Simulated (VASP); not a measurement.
# BP (F-43m) in VASP: further runs, part 2 of 2

VASP 6.6.1. The steps go on from the part before.

## (3) Band structure, PBE

File POSCAR:

```
BP
1.0
    0.0000000000      2.2690000000      2.2690000000
    2.2690000000      0.0000000000      2.2690000000
    2.2690000000      2.2690000000      0.0000000000
P B
1 1
Direct
    0.7500000000      0.7500000000      0.7500000000
    0.0000000000      0.0000000000      0.0000000000
```

File INCAR.step1:

```
ALGO = Normal
EDIFF = 1E-7
ENCUT = 520
GGA = PE
ISIF = 2
ISMEAR = -1
LASPH = True
LCHARG = True
LREAL = False
LWAVE = False
NBANDS = 11
NELM = 60
PREC = Accurate
SIGMA = 0.05
```

File KPOINTS.step1:

```
k-points
0
Gamma
  10 10 10
```

File INCAR.step2:

```
ALGO = Normal
EDIFF = 1E-7
ENCUT = 520
GGA = PE
ICHARG = 11
ISIF = 2
ISMEAR = 0
LASPH = True
LCHARG = False
LREAL = False
LWAVE = False
NBANDS = 11
NELM = 60
PREC = Accurate
SIGMA = 0.05
```

File KPOINTS.step2:

```
path GXWKGLUWLK,UX
10
line-mode
reciprocal
 0.0000000000  0.0000000000  0.0000000000  G
 0.5000000000  0.0000000000  0.5000000000  X

 0.5000000000  0.0000000000  0.5000000000  X
 0.5000000000  0.2500000000  0.7500000000  W

 0.5000000000  0.2500000000  0.7500000000  W
 0.3750000000  0.3750000000  0.7500000000  K

 0.3750000000  0.3750000000  0.7500000000  K
 0.0000000000  0.0000000000  0.0000000000  G

 0.0000000000  0.0000000000  0.0000000000  G
 0.5000000000  0.5000000000  0.5000000000  L

 0.5000000000  0.5000000000  0.5000000000  L
 0.6250000000  0.2500000000  0.6250000000  U

 0.6250000000  0.2500000000  0.6250000000  U
 0.5000000000  0.2500000000  0.7500000000  W

 0.5000000000  0.2500000000  0.7500000000  W
 0.5000000000  0.5000000000  0.5000000000  L

 0.5000000000  0.5000000000  0.5000000000  L
 0.3750000000  0.3750000000  0.7500000000  K

 0.6250000000  0.2500000000  0.6250000000  U
 0.5000000000  0.0000000000  0.5000000000  X
```

Potentials or basis: VASP PAW PBE potentials, release 64 (P, B).

Started as:

```
> cat potpaw_PBE.64/P/POTCAR potpaw_PBE.64/B/POTCAR > POTCAR
> cp INCAR.step1 INCAR
> cp KPOINTS.step1 KPOINTS
> mpirun -np 1 vasp_std > vasp.out
> cp INCAR.step2 INCAR
> cp KPOINTS.step2 KPOINTS
> mpirun -np 1 vasp_std > vasp.out
```

OUTCAR:

```text
EDIFF = 1E-7
   ENCUT = 520
   GGA = PE
   ICHARG = 11
   ISIF = 2
   ISMEAR = 0
   LASPH = True
   LREAL = False
   NELM = 60
   PREC = Accurate

 ion  position               nearest neighbor table
   1  0.750  0.750  0.750-   2 1.97   2 1.97   2 1.97   2 1.97
   2  0.000  0.000  0.000-   1 1.97   1 1.97   1 1.97   1 1.97

  LATTYP: Found a face centered cubic cell.
 ALAT       =     4.5380000000

  Lattice vectors:

 A1 = (   0.0000000000,   2.2690000000,   2.2690000000)
 A2 = (   2.2690000000,   0.0000000000,   2.2690000000)
 A3 = (   2.2690000000,   2.2690000000,   0.0000000000)

Analysis of symmetry for initial positions (statically):
=====================================================================
 Subroutine PRICEL returns:
 Original cell was already a primitive cell.

 Routine SETGRP: Setting up the symmetry group for a
 face centered cubic supercell.

 Subroutine GETGRP returns: Found 24 space group operations
 (whereof 24 operations were pure point group operations)
 out of a pool of 48 trial point group operations.

The static configuration has the point symmetry T_d .

Analysis of symmetry for dynamics (positions and initial velocities):
=====================================================================
 Subroutine PRICEL returns:
 Original cell was already a primitive cell.

 Routine SETGRP: Setting up the symmetry group for a
 face centered cubic supercell.

 Subroutine GETGRP returns: Found 24 space group operations
 (whereof 24 operations were pure point group operations)
 out of a pool of 48 trial point group operations.

The dynamic configuration has the point symmetry T_d .

 Subroutine INISYM returns: Found 24 space group operations
 (whereof 24 operations are pure point group operations),
 and found     1 'primitive' translations

----------------------------------------------------------------------------------------

                                     Primitive cell

  volume of cell :      23.3633

  direct lattice vectors                    reciprocal lattice vectors
     0.000000000  2.269000000  2.269000000    -0.220361393  0.220361393  0.220361393
     2.269000000  0.000000000  2.269000000     0.220361393 -0.220361393  0.220361393
     2.269000000  2.269000000  0.000000000     0.220361393  0.220361393 -0.220361393

  length of vectors
     3.208850573  3.208850573  3.208850573     0.381677128  0.381677128  0.381677128

  position of ions in fractional coordinates (direct lattice)
     0.750000000  0.750000000  0.750000000
     0.000000000  0.000000000  0.000000000

  ion indices of the primitive-cell ions
   primitive index   ion index
                 1           1
                 2           2

----------------------------------------------------------------------------------------

 KPOINTS: path GXWKGLUWLK,UX

Interpolating k-points between supplied coordinates.

 Line segments in fractional coordinates (reciprocal lattice):
    0.000000  0.000000  0.000000  ...  0.500000  0.000000  0.500000
    0.500000  0.000000  0.500000  ...  0.500000  0.250000  0.750000
    0.500000  0.250000  0.750000  ...  0.375000  0.375000  0.750000
    0.375000  0.375000  0.750000  ...  0.000000  0.000000  0.000000
    0.000000  0.000000  0.000000  ...  0.500000  0.500000  0.500000
    0.500000  0.500000  0.500000  ...  0.625000  0.250000  0.625000
    0.625000  0.250000  0.625000  ...  0.500000  0.250000  0.750000
    0.500000  0.250000  0.750000  ...  0.500000  0.500000  0.500000
[... 34 lines left out ...]
   total plane-waves  NPLWV =  13824
   dimension x,y,z NGX =    24 NGY =   24 NGZ =   24
   dimension x,y,z NGXF=    48 NGYF=   48 NGZF=   48
   ions per type =               1   1
   NGX,Y,Z   is equivalent  to a cutoff of  12.43, 12.43, 12.43 a.u.
   NGXF,Y,Z  is equivalent  to a cutoff of  24.87, 24.87, 24.87 a.u.
 SYSTEM =  unknown system
   PREC   = accura    normal or accurate (medium, high low for compatibility)
   ISTART =      0    job   : 0-new  1-cont  2-samecut
   ICHARG =     11    charge: 1-file 2-atom 10-const
   ISPIN  =      1    spin polarized calculation?
   LNONCOLLINEAR =      F non collinear calculations
   LSORBIT =      F    spin-orbit coupling
   LASPH  =      T    aspherical Exc in radial PAW
   ENCUT  =  520.0 eV  38.22 Ry    6.18 a.u.   5.97  5.97  5.97*2*pi/ulx,y,z
   NELM   =     60;   NELMIN=  2; NELMDL=  0     # of ELM steps
   EDIFF  = 0.1E-06   stopping-criterion for ELM
   LREAL  =      F    real-space projection
   EDIFFG = 0.1E-05   stopping-criterion for IOM
   NSW    =      0    number of steps for IOM
   IBRION =     -1    ionic relax: 0-MD 1-quasi-New 2-CG
   NFREE  =      0    steps in history (QN), initial steepest desc. (CG)
   ISIF   =      2    stress and relaxation
   ISYM   =      2    0-nonsym 1-usesym 2-fastsym
   POTIM  = 0.5000    time-step for ionic-motion
   TEBEG  =    0.0;   TEEND  =   0.0 temperature during run
   PSTRESS=    0.0 pullay stress
   NELECT =       8.0000    total number of electrons
   NUPDOWN=      -1.0000    fix difference up-down
   EMIN   =  10.00;   EMAX   =-10.00  energy-range for DOS
   EFERMI =   0.00;   METHOD = LEGACY
   ISMEAR =     0;   SIGMA  =   0.05  broadening in eV -4-tet -1-fermi 0-gaus
   EFERMI_NEDOS =   21; number of points for ismear=-14 and -15
   IALGO  =     38    algorithm
   IMIX   =      4    mixing-type and parameters
     AMIX     =   0.40;   BMIX     =  1.00
     AMIX_MAG =   1.60;   BMIX_MAG =  1.00
  volume/ion in A,a.u.               =      11.68        78.83
  Fermi-wavevector in a.u.,A,eV,Ry     =   1.145320  2.164342 17.847562  1.311759
  Thomas-Fermi vector in A             =   2.282009
   LORBIT       =      0    0 simple, 1 ext, 2 COOP (PROOUT), +10 PAW based schemes
   GGA     = PE    functional components
   LHFCALC =     F    Hartree Fock is set to
   AEXX    =    0.0000 exact exchange contribution
   IVDW    =     0    specifies the selected vdW correction
   LEPSILON=     F    determine dielectric tensor
   LRPA    =     F    only Hartree local field effects (RPA)
 non-spin polarized calculation
 Gauss-broadening in eV      SIGMA  =   0.05
  energy-cutoff  :      520.00
  volume of cell :       23.36
 maximum number of plane-waves:       640
 NGX is ok and might be reduce to    24

 number of electron       8.0000000 magnetization

 Free energy of the ion-electron system (eV)
  ---------------------------------------------------
  ext. energy  EPLUGINS =         0.00000000
  ---------------------------------------------------
  free energy    TOTEN  =       -13.25208845 eV

  energy without entropy =      -13.25208845  energy(sigma->0) =      -13.25208845

 E-fermi :   7.6680     XC(G=0): -10.9072

 val. band max:        7.4328381086   @ k =   0.0000   0.0000   0.0000
 cond. band min:       8.6820028841   @ k =   0.3889   0.0000   0.3889
 fundamental gap:      1.2491647754
 Fermi energy:         7.6680185059

 k-point     1 :       0.0000    0.0000    0.0000
  band No.  band energies     occupation
      1      -8.0276      2.00000
      2       7.4328      2.00000
      3       7.4328      2.00000
      4       7.4328      2.00000
      5      10.8335      0.00000
      6      10.8335      0.00000
      7      10.8335      0.00000
      8      14.8071      0.00000
      9      18.9458      0.00000
     10      19.5615      0.00000
     11      19.5615      0.00000
[... 309 lines left out ...]
 k-point    24 :       0.4583    0.2917    0.7500
  band No.  band energies     occupation
      1      -2.9944      2.00000
      2      -0.6438      2.00000
      3       1.4969      2.00000
      4       2.5529      2.00000
      5      11.7725      0.00000
      6      13.6353      0.00000
      7      15.4733      0.00000
      8      15.9370      0.00000
      9      19.9543      0.00000
     10      22.8012      0.00000
     11      24.5903      0.00000

 [... further k-points ...]

------------------------ aborting loop because EDIFF is reached ----------------------------------------

  FORCE on cell =-STRESS in cart. coord.  units (eV):
  Direction    XX          YY          ZZ          XY          YZ          ZX
  --------------------------------------------------------------------------------------
  -------------------------------------------------------------------------------------
  Total       -0.2505379     -0.2505379     -0.2505379     -0.0000000      0.0000000     -0.0000000
  in kB      -17.1810794    -17.1810794    -17.1810794     -0.0000000      0.0000000     -0.0000000
  external PRESSURE =     -17.1810794 kB  Pullay stress =       0.0000000 kB

 VOLUME and BASIS-vectors are now :
 -----------------------------------------------------------------------------
  energy-cutoff  :      520.00
  volume of cell :       23.36
      direct lattice vectors                 reciprocal lattice vectors
     0.000000000  2.269000000  2.269000000    -0.220361393  0.220361393  0.220361393
     2.269000000  0.000000000  2.269000000     0.220361393 -0.220361393  0.220361393
     2.269000000  2.269000000  0.000000000     0.220361393  0.220361393 -0.220361393

 POSITION                                       TOTAL-FORCE (eV/Angst)
 -----------------------------------------------------------------------------------
      3.40350      3.40350      3.40350         0.000000     -0.000000      0.000000
      0.00000      0.00000      0.00000        -0.000000      0.000000     -0.000000
 -----------------------------------------------------------------------------------
    total drift:                               -0.000000     -0.000000     -0.000000

  FREE ENERGIE OF THE ION-ELECTRON SYSTEM (eV)
  ---------------------------------------------------
  free  energy   TOTEN  =       -13.2520884455 eV

  energy  without entropy=      -13.2520884455  energy(sigma->0) =      -13.25208845
```

Wall time 16 s (1 thread of AMD EPYC 7R13 (Zen 3), shared host); peak memory 0.11 GiB.

What came out:

| Property | Result |
| --- | --- |
| Band gap on the k mesh | 1.24 eV, indirect (least direct gap 3.40 eV) |
| Band gap along the path | 1.25 eV, indirect (least direct gap 3.40 eV) |

Levels at the corners of the path, in eV from the valence-band top:
| point | band 1 | band 2 | band 3 | band 4 | band 5 | band 6 | band 7 | band 8 |
| --- | --- | --- | --- | --- | --- | --- | --- | --- |
| Γ | -15.46 | 0.00 | 0.00 | 0.00 | 3.40 | 3.40 | 3.40 | 7.37 |
| X | -10.61 | -8.58 | -4.11 | -4.11 | 1.33 | 1.66 | 12.12 | 12.12 |
| X | -10.61 | -8.58 | -4.11 | -4.11 | 1.33 | 1.66 | 12.12 | 12.12 |
| W | -10.33 | -8.06 | -5.67 | -5.47 | 5.34 | 6.77 | 7.25 | 7.46 |
| W | -10.33 | -8.06 | -5.67 | -5.47 | 5.34 | 6.77 | 7.25 | 7.46 |
| K | -10.61 | -8.16 | -6.22 | -3.50 | 2.15 | 6.01 | 9.74 | 10.63 |
| K | -10.61 | -8.16 | -6.22 | -3.50 | 2.15 | 6.01 | 9.74 | 10.63 |
| Γ | -15.46 | 0.00 | 0.00 | 0.00 | 3.40 | 3.40 | 3.40 | 7.37 |
| Γ | -15.46 | 0.00 | 0.00 | 0.00 | 3.40 | 3.40 | 3.40 | 7.37 |
| L | -12.14 | -9.03 | -1.76 | -1.76 | 3.78 | 4.71 | 4.71 | 10.13 |
| L | -12.14 | -9.03 | -1.76 | -1.76 | 3.78 | 4.71 | 4.71 | 10.13 |
| U | -10.61 | -8.16 | -6.22 | -3.50 | 2.15 | 6.01 | 9.74 | 10.63 |
| U | -10.61 | -8.16 | -6.22 | -3.50 | 2.15 | 6.01 | 9.74 | 10.63 |
| W | -10.33 | -8.06 | -5.67 | -5.47 | 5.34 | 6.77 | 7.25 | 7.46 |
| W | -10.33 | -8.06 | -5.67 | -5.47 | 5.34 | 6.77 | 7.25 | 7.46 |
| L | -12.14 | -9.03 | -1.76 | -1.76 | 3.78 | 4.71 | 4.71 | 10.13 |
| L | -12.14 | -9.03 | -1.76 | -1.76 | 3.78 | 4.71 | 4.71 | 10.13 |
| K | -10.61 | -8.16 | -6.22 | -3.50 | 2.15 | 6.01 | 9.74 | 10.63 |
| U | -10.61 | -8.16 | -6.22 | -3.50 | 2.15 | 6.01 | 9.74 | 10.63 |
| X | -10.61 | -8.58 | -4.11 | -4.11 | 1.33 | 1.66 | 12.12 | 12.12 |

Caveat: the log is that of the step along the path at fixed density, whose energy, stress, charges and moments have no meaning.

## (4) For comparison

An earlier run on the cell as given: functional PBEsol; potentials or basis VASP PAW PBE potentials, release 64 (P, B); cutoff 520 eV; k mesh 10 × 10 × 10; occupations fermi-dirac, width 0.05 eV; no spin polarisation.

- Pressure: -1.9 GPa
- Band gap on the k mesh: 1.13 eV, indirect (least direct gap 3.36 eV)

## (5) The runs side by side

| task | level | potentials or basis | ladder | gap on the mesh (eV) |
| --- | --- | --- | --- | --- |
| band structure | LDA | VASP PAW LDA potentials, release 64 (P, B) | - | 1.19 |
| band structure | PBE | VASP PAW PBE potentials, release 64 (P, B) | - | 1.24 |
| single point | PBEsol | VASP PAW PBE potentials, release 64 (P, B) | free | 1.13 |

Alike in all rows: no spin polarisation; cell as given; k mesh 10 × 10 × 10; cutoff (eV) 520; smearing fermi-dirac 0.05 eV.

Caveats: the PAW data sets were made with another functional, which shifts forces and pressure a little (some runs).

Total energies depend on the potentials used, so only differences within one code and one set of settings carry meaning.
